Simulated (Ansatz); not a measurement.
# Sb: levels with and without spin–orbit coupling

```
CELL_PARAMETERS angstrom
0.00000 2.30500 2.30500
2.30500 0.00000 2.30500
2.30500 2.30500 0.00000
ATOMIC_POSITIONS crystal
Sb 0.00000 0.00000 0.00000
```

The cell comes from COD entry 9013009, which wasn't checked; take it as a given geometry.

Levels of theory: DFT, PBE, all-electron LAPW, scalar-relativistic (Ansatz 0.2.0); DFT, PBE, all-electron LAPW, Dirac equation with spin-orbit coupling (Ansatz 0.2.0).

Sampling and basis: a Γ-centred 12×12×12 k mesh, Fermi–Dirac smearing of 0.05 eV, basis error target 1 meV/atom, no spin polarisation.

Levels between -6 and 4 eV, each run counted from its own valence-band top where it has a gap, else its Fermi level. Scalar levels are listed once for both spins; with the coupling every spinor state is counted. Levels near the edges of the range can cross them.

Problem. At W (0.500, 0.250, 0.750) the scalar-relativistic levels are -3.59 (×2), -1.84. What are they with spin–orbit coupling?

Solution. -3.80 (×2), -3.38 (×2), -1.80 (×2).
